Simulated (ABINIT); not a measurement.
Planning a run of ABINIT 10.8.3 on AlN (P6_3mc). The input:

```
acell 3*1.0 Angstrom
rprim 
  3.113000000011 -0.000000000003 0.000000000000
  -1.556500000003 2.695937081992 0.000000000000
  0.000000000000 0.000000000000 4.981000000000
ntypat 2
znucl 13 7
natom 4
typat 1 1 2 2
xred 
  0.333333333333 0.666666666667 0.000000000000
  0.666666666667 0.333333333333 0.500000000000
  0.333333333333 0.666666666667 0.380000000000
  0.666666666667 0.333333333333 0.880000000000
pp_dirpath "pseudos"
pseudos "Al.upf, N.upf"
ecut 36
ngkpt 3 3 4
nshiftk 1
shiftk 0 0 0
kptopt 1
chksymbreak 0
irdden 1
istwfk *1
nband 83
prtvol 0
optdriver 6
gwr_task "HDIAGO"
paral_kgb 0
occopt 1
indata_prefix "in"
outdata_prefix "out"
tmpdata_prefix "tmp"
```

The database entry behind the starting cell differs from later determinations by our own check (inner coordinate u about 0.002 short), so it need not match the best structure at ambient conditions.

```sh
OMP_NUM_THREADS=1 mpirun -n 8 abinit run.abi > log
```

Question: Estimate wall time and host memory on 8 MPI ranks of AMD EPYC 9R45, shared host.

It took 15 s; on shared hardware allow 7.5 s to 30 s. Peak host memory was 4.1 GiB.

[Paths, hosts, dates, memory and timing lines, banners, echoed tables and standing remarks are left out of the program output.]

[Logs are printed without paths, hosts, clocks, repeated set-up lines and the standing remarks that a program may print on its own settings, such as how far it seeks lower states.]

[Runs of the session that timed out or met a known fault of the program may be left out.]

[Hosts, paths, dates, database ids (printed as entryN), source tags and the programs' standing remarks are cut or masked in the printed files.]

[G0W0 gaps are taken among the corrected bands and points alone; a level outside them can change the order at an edge.]

[Where Ansatz stands beside ABINIT at settings called matched, ABINIT's density can come from a denser mesh and the files from another edition; pairs whose starting gaps differed by over 0.03 eV were left out, so agreement reads better than it is.]
